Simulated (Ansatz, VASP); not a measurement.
# AlP in two plane-wave programs, part 2 of 2

Wanted: the spread between two codes on one cell, functional and k mesh.

VASP 6.6.1 and Ansatz 0.2.0.

So far: The starting structure; VASP: G0W0 gap, PBE.

## 3. Ansatz: G0W0 gap, PBE

Level of this step: Ansatz beside VASP: Kohn-Sham DFT, plane waves, PBE, G0W0 (Ansatz).

Ansatz runs on its default PAW (the set named soft_2) files.

The same cell, functional and mesh now go to Ansatz, which takes its cutoff from its data sets.

File input.yaml:

```yaml
crystal:
  lattice:
    - [0.0, 2.736483713, 2.736483713]
    - [2.736483713, 0.0, 2.736483713]
    - [2.736483713, 2.736483713, 0.0]
  atoms:
    - { symbol: Al, position: [0.0, 0.0, 0.0] }
    - { symbol: P, position: [0.75, 0.75, 0.75] }
hamiltonian:
  xc: pbe
  pseudopotentials: { kind: paw }
kpoints:
  mp_grid: { grid: [6, 6, 6] }
scf:
  occupations: { method: fixed }
gw:
  n_empty_bands: 92
  ecut_chi: 100.0
  qp_bands: [v2, c2]
  qp_kpoints: band_edges
  screening: { model: contour_deformation }
```

The run is started by

```bash
> ansatz run input.yaml --threads 4 --pin off --max-ram 9216MiB --backend cpu --events-out ev --progress --plain --runs-dir out
```

Numbers of over 12 decimals in the logs are rounded to 6 here.

What it wrote:

```text
Engine: ansatz 0.2.0, aarch64-unknown-linux-gnu
Pseudopotentials: kind: paw
Pseudopotential: Al, paw, valence charge 3, recommended cutoff 420 eV (normal), Al.paw.azcp
Pseudopotential: P, paw, valence charge 5, recommended cutoff 420 eV (normal), P.paw.azcp
Functional definition: PBE
  parameter kappa = 0.804
  parameter beta = 0.066725
  exchange = pbe_x(kappa = kappa, mu = beta*pi^2/3)
  correlation = pbe_c(beta = beta)
Crystal: 2 atoms, lattice volume = 40.983 Å³
Basis set: ecut = 420 eV, 821 PW (Γ)
Bands: 8, of which v1, the nominal top of the filled ones, is band 4 counted from 1 (3 counted from 0)
Symmetry: 24 space group operations
Space group: F-43m (ITA 216), of the structure as read, at distance tolerance 3.4e-5 Å
k-points: 16 of 216 (time reversal used)
Non-local potential: Al, projectors of the file, l = 0: 2, l = 1: 2, l = 2: 1
Non-local potential: P, projectors of the file, l = 0: 2, l = 1: 2, l = 2: 2
PAW form: soft (Blöchl's): semilocal exchange-correlation on the pseudo side does not see the compensation charge
PAW one-centre angular grid: Al, 110 points (default); XC on 64 Gauss nodes
PAW one-centre angular grid: P, 110 points (default); XC on 64 Gauss nodes
Initial density: superposition of atomic densities (neutral atoms: chi_scale 0, normalization atom), corrected by the library's trained network
Initial wavefunctions: pseudopotential atomic-orbital guess
Functional: x = pbe(κ = 0.804, μ = 0.219515), c = pbe(β = 0.066725)
SCF iter   1: F=—  HF=-1294.431950 eV  |F-HF|=—  |Δ(HF+E_count)|=         —  Δρ=1.07e-3  dr2=7.41e-4  ethr=1.77e-3  ⟨swp⟩=5.3  Hψ=937  notcnv=0  defer=28
preconditioner: auto → none  [insulator: Δε(μ)=1.580 eV  Ē_g=9.937 eV  n_scr=8 (ndim 8)  ℏωp=16.4 eV  f_vac=0.000  ε∞_Penn≈3.7]
SCF iter   2: F=—  HF=-1294.431751 eV  |F-HF|=—  |Δ(HF+E_count)|=   1.99e-4  Δρ=3.41e-4  dr2=3.62e-5  ethr=9.26e-6  ⟨swp⟩=2.9  Hψ=362  notcnv=0  defer=29
SCF iter   3: F=—  HF=-1294.431801 eV  |F-HF|=—  |Δ(HF+E_count)|=   4.98e-5  Δρ=1.38e-4  dr2=4.62e-6  ethr=4.52e-7  ⟨swp⟩=2.2  Hψ=185  notcnv=0  defer=27
SCF iter   4: F=—  HF=-1294.431810 eV  |F-HF|=—  |Δ(HF+E_count)|=   8.38e-6  Δρ=2.64e-5  dr2=4.70e-7  ethr=5.78e-8  ⟨swp⟩=2.2  Hψ=191  notcnv=0  defer=29
iter 5 did not close the SCF: its close was put off for the readings that it lacked (scf_convergence_deferred on its scf_iter line)
SCF iter   5: F=-1294.431809 eV  HF=-1294.431809 eV  |F-HF|=2.93e-9  |Δ(HF+E_count)|=   1.81e-7  Δρ=3.33e-6  dr2=6.67e-9  ethr=5.87e-9  ⟨swp⟩=2.1  Hψ=180  notcnv=0  defer=29
SCF iter   6: F=-1294.431809 eV  HF=-1294.431809 eV  |F-HF|=8.67e-10  |Δ(HF+E_count)|=  1.41e-10  Δρ=1.54e-6  dr2=1.43e-9  ethr=8.33e-11  ⟨swp⟩=5.6  Hψ=842  notcnv=0
SCF 1 converged in 6 iterations: F = -1294.431809 eV  dr2 = 1.43e-9
  greatest PAW one-centre occupation: 0.780 electrons in one spin orbital (limit 2), on the P atom at site 1 (counted from 0), in its partial waves of l = 0
NSCF: frozen V_eff on 16 k-points
G₀W₀ screening: q 1/16
G₀W₀ screening: q 2/16 (q-point 6)
G₀W₀ screening: q 3/16 (q-point 7)
G₀W₀ screening: q 4/16 (q-point 8)
G₀W₀ screening: q 5/16 (q-point 11)
G₀W₀ screening: q 6/16 (q-point 14)
G₀W₀ screening: q 7/16 (q-point 15)
G₀W₀ screening: q 8/16 (q-point 9)
G₀W₀ screening: q 9/16 (q-point 12)
G₀W₀ screening: q 10/16 (q-point 16)
G₀W₀ screening: q 11/16 (q-point 2)
G₀W₀ screening: q 12/16 (q-point 3)
G₀W₀ screening: q 13/16 (q-point 5)
G₀W₀ screening: q 14/16 (q-point 10)
G₀W₀ screening: q 15/16 (q-point 4)
G₀W₀ screening: q 16/16 (q-point 13)
G₀W₀ self-energy: k 1/9
G₀W₀ self-energy: k 2/9
G₀W₀ self-energy: k 3/9
G₀W₀ self-energy: k 4/9
G₀W₀ self-energy: k 5/9
G₀W₀ self-energy: k 6/9
G₀W₀ self-energy: k 7/9
G₀W₀ self-energy: k 8/9
G₀W₀ self-energy: k 9/9
NSCF: frozen V_eff on 1 k-points
NSCF: frozen V_eff on 1 k-points
SCF converged after 6 iterations
Free energy (F): -1294.431809 eV
Harris-Foulkes:  -1294.431809 eV  (|F-HF|=8.67e-10)
Internal energy: -1294.431809 eV  (E = F + TS)
E sigma→0 (E₀):  -1294.431809 eV
Fermi energy:    4.980983 eV
--- Per-component energies (eV) ---
  E_band       = 4.465509
  E_kinetic    = 93.759046
  E_local      = -82.786112  (includes V_loc(G=0)·N_el)
  E_nonlocal   = 44.595071
  E_hartree    = 25.146073
  E_xc         = -101.520831
  E_vxc        = -90.036123  (∫ρ·V_xc dr)
  E_paw        = -1036.905119  (= ΣΔE_a)
  E_vpaw       = -11.358316  (= ΣTr[D̂ρ^β])
  E_aug_tail   = 0.000001  (compensation charges beyond the density's cutoff)
  E_ewald      = -236.719938
  E_smearing   = -0.000000  (= −TS)
  E_closure    = 0.000000  (closes the sum)
  Σ components = -1294.431809   (vs F -1294.431809, Δ=0.00e0)
--- Band table (eV; the first three rows and the last of 16) ---
  k-point 0: bands = ["-6.4787", "4.9810", "4.9810", "4.9810", "8.2271", "9.5315", "9.5315", "9.5315"]
  k-point 1: bands = ["-6.1782", "3.1171", "4.7408", "4.7408", "8.5761", "9.9618", "9.9618", "10.6044"]
  k-point 2: bands = ["-5.3969", "0.6686", "4.3722", "4.3722", "8.0089", "10.0168", "10.0168", "12.8763"]
  k-point 15: bands = ["-4.1260", "-0.0371", "2.0996", "2.3409", "8.2981", "9.2808", "12.5993", "12.9410"]
--- G₀W₀: contour deformation, 6 samples at zero and on the imaginary axis and 2 off it, 216 q-points, 92 empty bands' worth ---
  eigenvalues of the whole cell's RPA ε∞ on this k-mesh (on a slab, of 1 + 4πα/V) = 8.3278, 8.3278, 8.3278; static W/v taken at q = 0 is 0.120080
  bands read: the sum over 96 bands ends inside a degenerate multiplet in 1 slot, whose members it reads at an even weight; the widest, k=4: bands 96 to 97 (counted from 1) at 1/2 each
  gw.qp_kpoints: band_edges: 9 of 16 stored k-points solved, in 1 pass; an edge of the gap read off the rows below is read off those points alone
    valence top: of the k-points left out ik 7 came nearest to being solved in a further pass, in band 4 (counted from 1, as in the quasiparticle table): it holds the edge there only if its correction is more favourable than any solved in that band by at least 0.816 eV; those differ by 0.118 eV
    conduction bottom: of the k-points left out ik 10 came nearest to being solved in a further pass, in band 5 (counted from 1, as in the quasiparticle table): it holds the edge there only if its correction is more favourable than any solved in that band by at least 0.693 eV; those differ by 0.316 eV
    ik  band        ε_KS         Σx   Σc(E_QP)       V_xc       Z   E_QP_lin       E_QP  E_QP is
     0     3      4.9810   -15.8241     1.4618   -13.8092  0.7619     4.4247     4.4279  root
     0     4      4.9810   -15.8241     1.4618   -13.8092  0.7619     4.4247     4.4279  root
     0     5      8.2271    -8.6139    -4.1149   -13.1123  0.7767     8.6123     8.6106  root
     0     6      9.5315    -6.3565    -4.3449   -11.0923  0.7675     9.9246     9.9224  root
     1     3      4.7408   -15.7549     1.5281   -13.6625  0.7604     4.1731     4.1765  root
     1     4      4.7408   -15.7549     1.5281   -13.6625  0.7604     4.1731     4.1765  root
     1     5      8.5761    -7.5208    -4.1337   -12.0273  0.7753     8.9506     8.9489  root
     1     6      9.9618    -6.3180    -4.4894   -11.2011  0.7617    10.3580    10.3555  root
     2     3      4.3722   -15.7924     1.6758   -13.5292  0.7574     3.7808     3.7848  root
     2     4      4.3722   -15.7924     1.6758   -13.5292  0.7574     3.7808     3.7848  root
     2     5      8.0089    -7.3835    -3.9594   -11.6858  0.7800     8.3531     8.3518  root
     2     6     10.0168    -5.7089    -4.4956   -10.5613  0.7639    10.3757    10.3736  root
     3     3      4.2234   -15.8422     1.7430   -13.5016  0.7560     3.6215     3.6258  root
     3     4      4.2234   -15.8422     1.7430   -13.5016  0.7560     3.6215     3.6258  root
     3     5      7.7706    -7.4521    -3.8917   -11.6788  0.7814     8.1068     8.1056  root
     3     6      9.7921    -5.4785    -4.4204   -10.2353  0.7680    10.1303    10.1285  root
     4     3      4.2429   -15.5244     1.6778   -13.2534  0.7570     3.6454     3.6496  root
     4     4      4.2429   -15.5244     1.6778   -13.2534  0.7570     3.6454     3.6496  root
     4     5      8.5684    -6.2193    -4.0699   -10.6004  0.7772     8.8807     8.8795  root
     4     6      9.6257    -7.8162    -4.3745   -12.5630  0.7644    10.0001     9.9980  root
     6     3      2.9959   -15.3479     2.0796   -12.6383  0.7447     2.3595     2.3660  root
     6     4      3.7926   -15.6526     1.8762   -13.1549  0.7526     3.1660     3.1711  root
     6     5      8.2924    -6.2639    -4.0075   -10.5462  0.7797     8.5680     8.5671  root
     6     6     10.0439    -6.5562    -4.4306   -11.3149  0.7624    10.3739    10.3721  root
[...]
9     3      3.2681   -15.5513     2.0822   -12.8170  0.7469     2.6094     2.6159  root
     9     4      3.2681   -15.5513     2.0822   -12.8170  0.7469     2.6094     2.6159  root
     9     5      7.2071    -5.7324    -3.7377    -9.6502  0.7868     7.3875     7.3872  root
     9     6      8.1684    -5.7792    -3.9651    -9.9989  0.7832     8.4238     8.4230  root
    12     3      2.8957   -15.6102     2.2432   -12.6959  0.7422     2.2170     2.2247  root
    12     4      2.8957   -15.6102     2.2432   -12.6959  0.7422     2.2170     2.2247  root
    12     5      6.5737    -5.3194    -3.6095    -9.0391  0.7908     6.6841     6.6839  root
    12     6      7.4507    -6.1541    -3.7548   -10.1647  0.7866     7.7071     7.7064  root
```

Run time: 8.8 s. Hardware: 4 threads of Arm Neoverse V2, shared host; peak memory 0.37 GiB; 30 s of CPU time.

## 4. Differences

Known differences besides the potentials themselves: the two programs' PAW sets differ in cores and partial waves; the cutoff is 420 eV in Ansatz and 300 eV in VASP; VASP leaves aspherical gradient terms in its spheres out (LASPH is not set), Ansatz keeps them; Ansatz integrates over frequency by contour deformation, VASP on a grid of NOMEGA points. Total energies have different zeros and are not compared.

Both answers:

```csv
quantity,Ansatz,VASP,difference
G0W0 gap on the mesh (eV),2.26,2.25,+0.01
PBE gap under it (eV),1.59,1.59,0.00
```

## 5. Outcome

| Item | Value |
| --- | --- |
| difference in G0W0 gap on the mesh (G0W0 gap, PBE) | 0.0059 eV |

The difference in G0W0 gap on the mesh is 0.0059 eV (G0W0 gap, PBE), within the 0.15 eV picked in this series as the mark of a large difference. How closely two codes agree says nothing of how well the functional describes the real material.

[Lines on the potential files, build, host, timing and source positions are cut from VASP's logs without a mark.]

[Logs are printed without paths, hosts, clocks, repeated set-up lines and the standing remarks that a program may print on its own settings, such as how far it seeks lower states.]

[Hosts, paths, dates, database ids (printed as entryN), source tags and the programs' standing remarks are cut or masked in the printed files.]
